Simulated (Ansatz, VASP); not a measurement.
TiSi2 in VASP and in Ansatz

The input INCAR:

```
PREC = Accurate
ENCUT = 600
EDIFF = 1E-6
ISMEAR = -1
SIGMA = 0.05
LREAL = F
LASPH = T
NELM = 100
ALGO = Fast
ISIF = 3
LWAVE = F
LCHARG = F
GGA = PE
IBRION = 2
NSW = 40
EDIFFG = -0.01
```

Contents of KPOINTS:

```
Automatic mesh
0
Gamma
  7 7 7
```

The input POSCAR:

```
TiSi2
1.0
    0.0000000000      4.1175163063      4.2628978354
    2.3895119538      0.0000000000      4.2628978354
    2.3895119538      4.1175163063      0.0000000000
Ti Si
2 4
Direct
    0.7500000000      0.7500000000      0.7500000000
    0.5000000000      0.5000000000      0.5000000000
    0.4125656100      0.0874343900      0.4125656100
    0.0874343900      0.4125656100      0.0874343900
    0.1625656100      0.8374343900      0.1625656100
    0.8374343900      0.1625656100      0.8374343900
```

Contents of input.yaml:

```yaml
crystal:
  lattice:
    - [0.0, 4.1175163063, 4.2628978354]
    - [2.3895119538, 0.0, 4.2628978354]
    - [2.3895119538, 4.1175163063, 0.0]
  atoms:
    - { symbol: Ti, position: [0.75, 0.75, 0.75] }
    - { symbol: Ti, position: [0.5, 0.5, 0.5] }
    - { symbol: Si, position: [0.41256561, 0.08743439, 0.41256561] }
    - { symbol: Si, position: [0.08743439, 0.41256561, 0.08743439] }
    - { symbol: Si, position: [0.16256561, 0.83743439, 0.16256561] }
    - { symbol: Si, position: [0.83743439, 0.16256561, 0.83743439] }
hamiltonian:
  xc: pbe
  pseudopotentials: { kind: paw }
kpoints:
  mp_grid: { grid: [7, 7, 7] }
scf:
  occupations: { method: fermi_dirac, width: 0.05 }
output:
  forces: true
  stress: true
  eigenvalues: true
relax:
  f_tol: 0.01
  max_steps: 40
  cell: { stress_tol: 0.05 }
```

The cell is a database's computed one.

Alike in both runs: task relaxation of cell and atoms; functional PBE; k mesh 7 × 7 × 7; occupations fermi-dirac, width 0.05 eV; no spin polarisation.

```csv
,VASP,Ansatz
version,VASP 6.6.1,Ansatz 0.2.0
potentials or method,"VASP PAW PBE potentials, release 64 (Ti_pv, Si)",Ansatz PAW
plane-wave cutoff (eV),600,420
valence electrons in the cell,36,40
```

Ansatz gave:

* gap on the k mesh at the Fermi level, each at its own relaxed structure (eV): none
* relaxed volume (Å³/atom): 14.17
* relaxed cell length with the largest relative difference (Å): 5.950
* energy change over the relaxation (meV/atom): -1

Question: What did VASP give for the same quantities?

Answer: gap on the k mesh at the Fermi level, each at its own relaxed structure (eV): none; relaxed volume (Å³/atom): 14.17; relaxed cell length with the largest relative difference (Å): 5.952; energy change over the relaxation (meV/atom): -1.

A gap of «none» marks a metal or a gap that the smearing closes. The two sets of potentials don't hold the same shells in valence.

Caveats: the plane-wave basis is chosen anew once the cell has moved, so the energies of steps on either side of that aren't comparable (Ansatz).
